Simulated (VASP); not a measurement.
The system is CdSe (Cadmoselite).

```
Cd Se
1.0
     4.30000    0.00000    0.00000
    -2.15000    3.72391    0.00000
     0.00000    0.00000    7.02000
Cd Se
2 2
Direct
  0.66667 0.33333 0.50000
  0.33333 0.66667 0.00000
  0.66667 0.33333 0.88500
  0.33333 0.66667 0.38500
```

Base run:

```yaml
Program: VASP 6.6.1
Functional: PBEsol
Potentials_or_basis: VASP PAW PBE potentials, release 64 (Cd, Se)
Cutoff: 520 eV
k_mesh: 8 × 8 × 4
Occupations: gaussian, width 0.02 eV
Spin: no spin polarisation
```

Its results: band gap on the k mesh 0.58 eV, direct; pressure 0.5 GPa; largest force 0.274 eV/Å.

Task: The run is repeated on the same cell with these changes: functional from PBEsol to LDA; potentials or basis from VASP PAW PBE potentials, release 64 (Cd, Se) to VASP PAW LDA potentials, release 64 (Cd, Se). What comes out?

Result: Band gap on the k mesh 0.46 eV, direct; pressure -1.4 GPa; largest force 0.265 eV/Å.

Caveats: the PAW data sets were made with another functional, which shifts forces and pressure a little (some runs).
